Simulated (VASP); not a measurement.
# Sb (R-3m) in VASP: further runs

Runs on Sb. Level: PBE+D3(BJ). Tasks: relaxation of cell and atoms.

Program: VASP 6.6.1. These are calculated values, not measurements. Logs are shortened: lines on timing, memory, paths and dates and some standing lists are left out, and cuts for length are marked.

## (1) The crystal as given

It takes space group R-3m (No. 166, trigonal). The conventional cell has a = 4.308 Å, b = 4.308 Å, c = 11.274 Å, α = 90.00°, β = 90.00°, γ = 120.00°. Around Sb (site symmetry 3m) lie 3 Sb at 2.91 Å.

## (2) Relaxation of cell and atoms, PBE+D3(BJ), target pressure 6.4 GPa, at which the enthalpy is minimised

INCAR reads:

```
SYSTEM = Sb
  PREC = Accurate
  ENCUT = 600
  EDIFF = 1E-6
  ISMEAR = 1
  SIGMA = 0.1
  LREAL = .FALSE.
  LASPH = .TRUE.
  NELM = 80
  ALGO = Normal
  ISIF = 3
  LWAVE = .FALSE.
  LCHARG = .FALSE.
  GGA = PE
  IVDW = 12
  IBRION = 2
  NSW = 90
  EDIFFG = -0.01
  PSTRESS = 64.0
```

KPOINTS reads:

```
Automatic mesh
0
G
  10 10 10
  0 0 0
```

POSCAR reads:

```
Sb
1.0
    2.1542000000      1.2437279499      3.7580000000
   -2.1542000000      1.2437279499      3.7580000000
    0.0000000000     -2.4874558998      3.7580000000
Sb
2
Direct
    0.2334900000      0.2334900000      0.2334900000
    0.7665100000      0.7665100000      0.7665100000
```

Potentials or basis: VASP PAW PBE potentials, release 64 (Sb).

Run with:

```bash
$ cat potpaw_PBE.64/Sb/POTCAR > POTCAR
$ mpirun -np 1 vasp_std > vasp.out
```

OUTCAR:

```text
SYSTEM = Sb
   PREC = Accurate
   ENCUT = 600
   EDIFF = 1E-6
   ISMEAR = 1
   LREAL = .FALSE.
   LASPH = .TRUE.
   NELM = 80
   ISIF = 3
   GGA = PE
   IVDW = 12
   IBRION = 2
   NSW = 90
   EDIFFG = -0.01
   PSTRESS = 64.0
 IVDW          = 12

 ion  position               nearest neighbor table
   1  0.233  0.233  0.233-   2 2.91   2 2.91   2 2.91   2 3.35   2 3.35   2 3.35
   2  0.767  0.767  0.767-   1 2.91   1 2.91   1 2.91   1 3.35   1 3.35   1 3.35

  LATTYP: Found a trigonal (rhomboedric) cell.
 ALAT       =     4.5066618304
 COS(alpha) =     0.5430253624

  Lattice vectors:

 A1 = (   2.1542000000,   1.2437279499,   3.7580000000)
 A2 = (  -2.1542000000,   1.2437279499,   3.7580000000)
 A3 = (   0.0000000000,  -2.4874558998,   3.7580000000)

Analysis of symmetry for initial positions (statically):
=====================================================================
 Subroutine PRICEL returns:
 Original cell was already a primitive cell.

 Routine SETGRP: Setting up the symmetry group for a
 trigonal (rhombohedral) supercell.

 Subroutine GETGRP returns: Found 12 space group operations
 (whereof 12 operations were pure point group operations)
 out of a pool of 12 trial point group operations.

The static configuration has the point symmetry D_3d.

Analysis of symmetry for dynamics (positions and initial velocities):
=====================================================================
 Subroutine PRICEL returns:
 Original cell was already a primitive cell.

 Routine SETGRP: Setting up the symmetry group for a
 trigonal (rhombohedral) supercell.

 Subroutine GETGRP returns: Found 12 space group operations
 (whereof 12 operations were pure point group operations)
 out of a pool of 12 trial point group operations.

The dynamic configuration has the point symmetry D_3d.

 Subroutine INISYM returns: Found 12 space group operations
 (whereof 12 operations are pure point group operations),
 and found     1 'primitive' translations

----------------------------------------------------------------------------------------

                                     Primitive cell

  volume of cell :      60.4115

  direct lattice vectors                    reciprocal lattice vectors
     2.154200000  1.243727950  3.758000000     0.232104726  0.134005726  0.088699663
    -2.154200000  1.243727950  3.758000000    -0.232104726  0.134005726  0.088699663
     0.000000000 -2.487455900  3.758000000     0.000000000 -0.268011452  0.088699663

  length of vectors
     4.506661830  4.506661830  4.506661830     0.282307932  0.282307932  0.282307932

  position of ions in fractional coordinates (direct lattice)
     0.233490000  0.233490000  0.233490000
     0.766510000  0.766510000  0.766510000

  ion indices of the primitive-cell ions
   primitive index   ion index
                 1           1
                 2           2

----------------------------------------------------------------------------------------

 KPOINTS: Automatic mesh

Automatic generation of k-mesh.
 Grid dimensions read from file:
 generate k-points for:   10   10   10

 Generating k-lattice:

  Cartesian coordinates                     Fractional coordinates (reciprocal lattice)
     0.023210473  0.013400573  0.008869966     0.100000000  0.000000000 -0.000000000
    -0.023210473  0.013400573  0.008869966     0.000000000  0.100000000 -0.000000000
     0.000000000 -0.026801145  0.008869966    -0.000000000 -0.000000000  0.100000000

  Length of vectors
     0.028230793  0.028230793  0.028230793

  Shift w.r.t. Gamma in fractional coordinates (k-lattice)
     0.000000000  0.000000000  0.000000000

 Subroutine IBZKPT returns following result:
 ===========================================

 Found    116 irreducible k-points:

 Following reciprocal coordinates:
            Coordinates               Weight
  0.000000  0.000000  0.000000      1.000000
  0.100000 -0.000000 -0.000000      6.000000
  0.200000 -0.000000 -0.000000      6.000000
  0.300000 -0.000000 -0.000000      6.000000
  0.400000 -0.000000  0.000000      6.000000
[... 38 lines left out ...]
   GGA     = PE    functional components
   LHFCALC =     F    Hartree Fock is set to
   AEXX    =    0.0000 exact exchange contribution
   IVDW    =    12    specifies the selected vdW correction
   LEPSILON=     F    determine dielectric tensor
   LRPA    =     F    only Hartree local field effects (RPA)
 conjugate gradient relaxation of ions
 non-spin polarized calculation
 Methfessel and Paxton  Order N= 1 SIGMA  =   0.10
  energy-cutoff  :      600.00
  volume of cell :       60.41
 maximum number of plane-waves:      2036
   NGX = 17   NGY = 17   NGZ = 17

--------------------------------------- Ionic step        1  -------------------------------------------

 number of electron      10.0000000 magnetization

 Free energy of the ion-electron system (eV)
  ---------------------------------------------------
  ext. energy  EPLUGINS =         0.00000000
  ---------------------------------------------------
  free energy    TOTEN  =        -8.25296810 eV

  energy without entropy =       -8.25298583  energy(sigma->0) =       -8.25297401

------------------------ aborting loop because EDIFF is reached ----------------------------------------

 Edisp (eV)   -0.94507

 E8    (eV) :    -0.4410
[... 113 lines left out ...]
  energy  without entropy=       -9.1005185485  energy(sigma->0) =       -9.10047533

  enthalpy is  TOTEN    =        -6.8981130956 eV   P V=        2.2023406238

 E-fermi :   8.2487     XC(G=0):  -9.9790

 val. band max:        8.2443281411   @ k =   0.4000   0.1000   0.1000
 cond. band min:       8.2574324788   @ k =  -0.4000   0.1000   0.0000
 fundamental gap:      0.0131043377
 Fermi energy:         8.2486950342

 k-point     1 :       0.0000    0.0000    0.0000
  band No.  band energies     occupation
      1      -4.8426      2.00000
      2       4.1845      2.00000
      3       6.3653      2.00000
      4       6.3653      2.00000
      5       6.5299      2.00000
      6      11.6380      0.00000
      7      11.7008      0.00000
      8      11.7008      0.00000
      9      12.8572      0.00000
[... 265 lines left out ...]
 k-point    24 :       0.4000    0.3000   -0.0000
  band No.  band energies     occupation
      1      -2.9648      2.00000
      2       0.8404      2.00000
      3       3.8529      2.00000
      4       4.7678      2.00000
      5       4.8354      2.00000
      6      10.7131      0.00000
      7      12.6992      0.00000
      8      12.9401      0.00000
      9      13.4319      0.00000

 [... further k-points ...]

[... ionic steps 4 to 15 ...]

--------------------------------------- Ionic step       16  -------------------------------------------

 number of electron      10.0000000 magnetization

------------------------ aborting loop because EDIFF is reached ----------------------------------------
[... 79 lines left out ...]
--------------------------------------- Ionic step       18  -------------------------------------------

 number of electron      10.0000000 magnetization

 Free energy of the ion-electron system (eV)
  ---------------------------------------------------
  ext. energy  EPLUGINS =         0.00000000
  ---------------------------------------------------
  free energy    TOTEN  =        -7.98892429 eV

  energy without entropy =       -7.98872946  energy(sigma->0) =       -7.98885935

 E-fermi :   8.8444     XC(G=0): -10.1702

 val. band max:        8.8215984136   @ k =  -0.4000   0.1000   0.0000
 cond. band min:       8.8517868216   @ k =   0.4000   0.3000   0.3000
 fundamental gap:      0.0301884079
 Fermi energy:         8.8444183997

 k-point     1 :       0.0000    0.0000    0.0000
  band No.  band energies     occupation
      1      -4.6136      2.00000
      2       5.0967      2.00000
      3       6.9079      2.00000
      4       6.9079      2.00000
      5       6.9911      2.00000
      6      12.3792      0.00000
      7      12.4085      0.00000
      8      12.4085      0.00000
      9      13.4258      0.00000
[... 265 lines left out ...]
 k-point    24 :       0.4000    0.3000   -0.0000
  band No.  band energies     occupation
      1      -2.6358      2.00000
      2       1.4308      2.00000
      3       4.2434      2.00000
      4       5.1563      2.00000
      5       5.3009      2.00000
      6      11.1732      0.00000
      7      13.4908      0.00000
      8      13.7271      0.00000
      9      14.3750      0.00000

 [... further k-points ...]

------------------------ aborting loop because EDIFF is reached ----------------------------------------

 Edisp (eV)   -1.08842

 E8    (eV) :    -0.5072
[... 29 lines left out ...]
  energy  without entropy=       -9.0771532404  energy(sigma->0) =       -9.07728313

  enthalpy is  TOTEN    =        -6.9753360195 eV   P V=        2.1020120526

 reached required accuracy - stopping structural energy minimisation
```

Run time: 4.8 min. Hardware: 1 thread of Intel Xeon Platinum 8559C (Emerald Rapids), shared host; peak memory 0.27 GiB.

Results:

| Quantity | Value |
| --- | --- |
| Free energy | -9.0773 eV |
| Relaxed volume | 26.31 Å³/atom |
| Relaxed cell | a = 4.197 Å, b = 4.197 Å, c = 4.197 Å, α = 60.28°, β = 60.28°, γ = 60.28° |
| Space group after relaxing (to 0.05 Å) | Pm-3m (No. 221) |
| Energy change on relaxing (the enthalpy is what falls) | +60.3 meV/atom |
| Ionic steps | 18 |
| Pressure after relaxing | 6.4 GPa |
| Band gap on the k mesh | none (metal or under the smearing width) |
| Dispersion energy per atom | -0.544 eV |

The path:
```csv
step,energy change (eV),largest force (eV/Å),pressure (GPa),volume (Å³)
1,0.0000,0.2263,0.19,60.41
2,0.3711,1.2192,14.74,50.75
3,0.0976,0.7058,6.60,55.13
4,0.0901,0.3718,6.65,54.37
5,0.1151,0.0928,6.95,53.14
6,0.1260,0.0782,7.15,52.82
7,0.1449,0.1247,7.52,52.30
8,0.1867,0.0421,9.04,51.25
9,0.1567,0.1491,7.86,51.96
10,0.1700,0.1205,8.40,51.60
11,0.0559,0.0098,2.69,54.97
12,0.1177,0.0551,6.24,52.72
13,0.1186,0.0563,6.25,52.69
14,0.1203,0.0350,6.36,52.64
15,0.1232,0.0007,6.50,52.56
16,0.1230,0.0032,6.49,52.56
17,0.1162,0.0090,6.18,52.74
18,0.1207,0.0008,6.38,52.62
```

Final structure:
```
Sb
1.0
     2.10760    1.21682    3.41979
    -2.10760    1.21682    3.41979
     0.00000   -2.43364    3.41979
Sb
2
Direct
  0.25002 0.25002 0.25002
  0.74998 0.74998 0.74998
```

Levels at points of the mesh, in eV from the Fermi level:
```
           k point  band 3  band 4  band 5  band 6  band 7  band 8
(0.00, 0.00, 0.00)   -1.94   -1.94   -1.85    3.53    3.56    3.56
(0.50, 0.00, 0.00)   -0.78   -0.78   -0.75   -0.75    0.42    0.42
(0.50, 0.50, 0.00)   -6.53   -4.19   -4.13    1.66    6.00    6.02
(0.50, 0.50, 0.50)   -0.81   -0.81   -0.81   -0.81    0.35    0.35
```

Caveat: the cell is relaxed towards a set pressure, so the enthalpy falls and the energy may rise; pairwise dispersion overbinds metals, which lowers pressure and volume. The run has no spin-orbit coupling, so splittings on Sb are missing.

## (3) Relaxation of cell and atoms, PBE+D3(BJ), target pressure 6.4 GPa, at which the enthalpy is minimised

This run uses another cell than the first one, of 26.31 Å³/atom, 0.871 times its volume.

Changes to INCAR since step 2:

```diff
@@ -3,3 +3,3 @@
   ENCUT = 600
-  EDIFF = 1E-6
+  EDIFF = 1E-7
   ISMEAR = 1
@@ -17,3 +17,3 @@
   NSW = 90
-  EDIFFG = -0.01
+  EDIFFG = -0.005
   PSTRESS = 64.0
```

KPOINTS is that of step 2.

POSCAR reads:

```
Sb                                      
1.0
    2.1075971396      1.2168217759      3.4197943173
   -2.1075971396      1.2168217759      3.4197943173
   -0.0000000000     -2.4336435518      3.4197943173
  Sb            
     2
Direct
     0.2500186930373756    0.2500186930373756    0.2500186930373756
     0.7499813069626241    0.7499813069626241    0.7499813069626241
```

Potentials or basis: VASP PAW PBE potentials, release 64 (Sb).

Run with:

```bash
$ cat potpaw_PBE.64/Sb/POTCAR > POTCAR
$ mpirun -np 1 vasp_std > vasp.out
```

Wall time 1.7 min (1 thread of Intel Xeon Platinum 8559C (Emerald Rapids), shared host); peak memory 0.25 GiB.

Results (log left out):

- Free energy: -9.0764 eV
- Relaxed volume: 26.30 Å³/atom
- Relaxed cell: a = 4.204 Å, b = 4.204 Å, c = 4.204 Å, α = 60.05°, β = 60.05°, γ = 60.05°
- Space group after relaxing (to 0.05 Å): Pm-3m (No. 221)
- Energy change on relaxing (the enthalpy is what falls): +0.4 meV/atom
- Ionic steps: 8
- Pressure after relaxing: 6.4 GPa
- Band gap on the k mesh: none (metal or under the smearing width)
- Dispersion energy per atom: -0.544 eV

Step by step:
```tsv
step	energy change (eV)	largest force (eV/Å)	pressure (GPa)	volume (Å³)
1	0.0000	0.0009	6.38	52.62
2	0.0010	0.0007	6.42	52.60
3	0.0016	0.0006	6.45	52.58
4	0.0029	0.0003	6.51	52.55
5	0.0023	0.0004	6.48	52.56
6	0.0021	0.0004	6.48	52.57
7	0.0017	0.0001	6.46	52.58
8	0.0008	0.0003	6.42	52.60
```

Final structure:
```
CELL_PARAMETERS angstrom
2.10368 1.21456 3.43115
-2.10368 1.21456 3.43115
0.00000 -2.42912 3.43115
ATOMIC_POSITIONS crystal
Sb 0.24999 0.24999 0.24999
Sb 0.75001 0.75001 0.75001
```

Levels at points of the mesh, in eV from the Fermi level:
```
           k point  band 2  band 3  band 4  band 5  band 6  band 7  band 8  band 9
(0.00, 0.00, 0.00)   -3.74   -1.91   -1.91   -1.90    3.55    3.56    3.56    4.60
(0.50, 0.00, 0.00)  -10.43   -0.78   -0.78   -0.77   -0.77    0.40    0.40    9.16
(0.50, 0.50, 0.00)   -7.39   -6.53   -4.17   -4.16    1.66    6.01    6.02    8.62
(0.50, 0.50, 0.50)  -10.42   -0.78   -0.78   -0.78   -0.78    0.39    0.39    9.17
```

Caveat: the cell is relaxed towards a set pressure, so the enthalpy falls and the energy may rise; pairwise dispersion overbinds metals, which lowers pressure and volume. The run has no spin-orbit coupling, so splittings on Sb are missing.

## (4) Relaxation of cell and atoms, PBE+D3(BJ)

INCAR reads:

```
SYSTEM = Sb
PREC = Accurate
ENCUT = 600
EDIFF = 1E-6
ISMEAR = 1
SIGMA = 0.1
LREAL = .FALSE.
LASPH = .TRUE.
NELM = 80
ALGO = Normal
ISIF = 3
LWAVE = .FALSE.
LCHARG = .FALSE.
GGA = PE
IVDW = 12
IBRION = 2
NSW = 90
EDIFFG = -0.01
KPAR = 4
```

KPOINTS reads:

```
regular mesh
0
G
  10 10 10
  0 0 0
```

POSCAR reads:

```
Sb
1.0
    2.1542000000      1.2437279499      3.7580000000
   -2.1542000000      1.2437279499      3.7580000000
    0.0000000000     -2.4874558998      3.7580000000
Sb
2
Direct
    0.2334900000      0.2334900000      0.2334900000
    0.7665100000      0.7665100000      0.7665100000
```

Run with:

```bash
$ cat potpaw_PBE.64/Sb/POTCAR > POTCAR
$ mpirun -np 4 vasp_std > vasp.out
```

Wall time 34 s (4 MPI ranks of Intel Xeon 6975P-C (Granite Rapids), shared host); peak memory 0.27 GiB.

Results (log left out):

```yaml
Free_energy: -9.2067 eV
Relaxed_volume: 29.79 Å³/atom
Relaxed_cell: a = 4.445 Å, b = 4.445 Å, c = 4.445 Å, α = 58.22°, β = 58.22°, γ = 58.22°
Space_group_after_relaxing_to_0.05_Å: R-3m (No. 166)
Energy_gained_by_relaxing: 4.4 meV/atom
Ionic_steps: 8
Pressure_after_relaxing: 0.0 GPa
Largest_force_after_relaxing: 0.006 eV/Å
Band_gap_on_the_k_mesh: none (metal or under the smearing width)
Dispersion_energy_per_atom: -0.479 eV
```

Forces on the atoms (eV/Å):
```
Sb   0.000  0.000 -0.006
Sb   0.000  0.000  0.006
```

The path:
```csv
step,energy change (eV),largest force (eV/Å),pressure (GPa),volume (Å³)
1,0.0000,0.2263,0.19,60.41
2,-0.0039,0.0906,-0.45,60.73
3,-0.0042,0.0363,-0.72,60.87
4,-0.0070,0.0165,-0.44,60.34
5,-0.0086,0.0081,-0.02,59.62
6,-0.0086,0.0108,0.03,59.54
7,-0.0087,0.0090,0.01,59.55
8,-0.0087,0.0060,-0.02,59.58
```

Final structure:
```
Sb
1.0
     2.16249    1.24852    3.67769
    -2.16249    1.24852    3.67769
     0.00000   -2.49703    3.67769
Sb
2
Direct
  0.23650 0.23650 0.23650
  0.76350 0.76350 0.76350
```

Levels at points of the mesh, in eV from the Fermi level:
```csv
k point,band 2,band 3,band 4,band 5,band 6,band 7,band 8,band 9
"(0.00, 0.00, 0.00)",-4.63,-1.91,-1.76,-1.76,2.44,2.90,2.90,4.99
"(0.50, 0.00, 0.00)",-9.66,-1.67,-1.50,-0.26,-0.09,0.29,0.32,7.96
"(0.50, 0.50, 0.00)",-7.81,-5.52,-3.72,-3.67,1.70,5.13,5.52,7.19
"(0.50, 0.50, 0.50)",-9.11,-1.19,-1.19,-0.37,-0.01,-0.01,0.98,7.42
```

Caveat: pairwise dispersion overbinds metals, which lowers pressure and volume. Spin-orbit coupling is left out, which matters for the levels of Sb.

## (5) Relaxation of cell and atoms, PBE+D3(BJ)

This run uses another cell than the first one, of 29.79 Å³/atom, 0.986 times its volume.

Changes to INCAR since step 4:

```diff
@@ -3,3 +3,3 @@
 ENCUT = 600
-EDIFF = 1E-6
+EDIFF = 1E-7
 ISMEAR = 1
@@ -17,3 +17,3 @@
 NSW = 90
-EDIFFG = -0.01
+EDIFFG = -0.005
 KPAR = 4
```

KPOINTS is that of step 4.

POSCAR reads:

```
Sb                                      
1.0
    2.1624919392      1.2485153032      3.6776869446
   -2.1624919392      1.2485153032      3.6776869446
    0.0000000000     -2.4970306064      3.6776869446
  Sb            
     2
Direct
     0.2365032203623230    0.2365032203623230    0.2365032203623230
     0.7634967796376770    0.7634967796376770    0.7634967796376770
```

Run with:

```bash
$ cat potpaw_PBE.64/Sb/POTCAR > POTCAR
$ mpirun -np 4 vasp_std > vasp.out
```

Run time: 10 s. Hardware: 4 MPI ranks of Intel Xeon 6975P-C (Granite Rapids), shared host; peak memory 0.25 GiB.

It converged, with:

| Property | Result |
| --- | --- |
| Free energy | -9.2067 eV |
| Relaxed volume | 29.77 Å³/atom |
| Relaxed cell | a = 4.444 Å, b = 4.444 Å, c = 4.444 Å, α = 58.22°, β = 58.22°, γ = 58.22° |
| Space group after relaxing (to 0.05 Å) | R-3m (No. 166) |
| Energy gained by relaxing | 0.0 meV/atom |
| Ionic steps | 2 |
| Pressure after relaxing | 0.0 GPa |
| Band gap on the k mesh | none (metal or under the smearing width) |
| Dispersion energy per atom | -0.480 eV |

Final structure:
```cif
data_structure
_symmetry_space_group_name_H-M 'P 1'
_symmetry_Int_Tables_number 1
_cell_length_a 4.4443
_cell_length_b 4.4443
_cell_length_c 4.4443
_cell_angle_alpha 58.220
_cell_angle_beta 58.220
_cell_angle_gamma 58.220
_cell_volume 59.54
loop_
_atom_site_label
_atom_site_type_symbol
_atom_site_fract_x
_atom_site_fract_y
_atom_site_fract_z
_atom_site_occupancy
Sb1 Sb 0.23648 0.23648 0.23648 1
Sb2 Sb 0.76352 0.76352 0.76352 1
```

Levels at points of the mesh, in eV from the Fermi level:
| k point | band 2 | band 3 | band 4 | band 5 | band 6 | band 7 | band 8 | band 9 |
| --- | --- | --- | --- | --- | --- | --- | --- | --- |
| (0.00, 0.00, 0.00) | -4.63 | -1.91 | -1.76 | -1.76 | 2.43 | 2.90 | 2.90 | 4.99 |
| (0.50, 0.00, 0.00) | -9.66 | -1.67 | -1.50 | -0.26 | -0.09 | 0.29 | 0.32 | 7.96 |
| (0.50, 0.50, 0.00) | -7.81 | -5.53 | -3.72 | -3.67 | 1.69 | 5.13 | 5.52 | 7.20 |
| (0.50, 0.50, 0.50) | -9.11 | -1.19 | -1.19 | -0.37 | -0.01 | -0.01 | 0.99 | 7.42 |

Caveat: pairwise dispersion overbinds metals, which lowers pressure and volume.
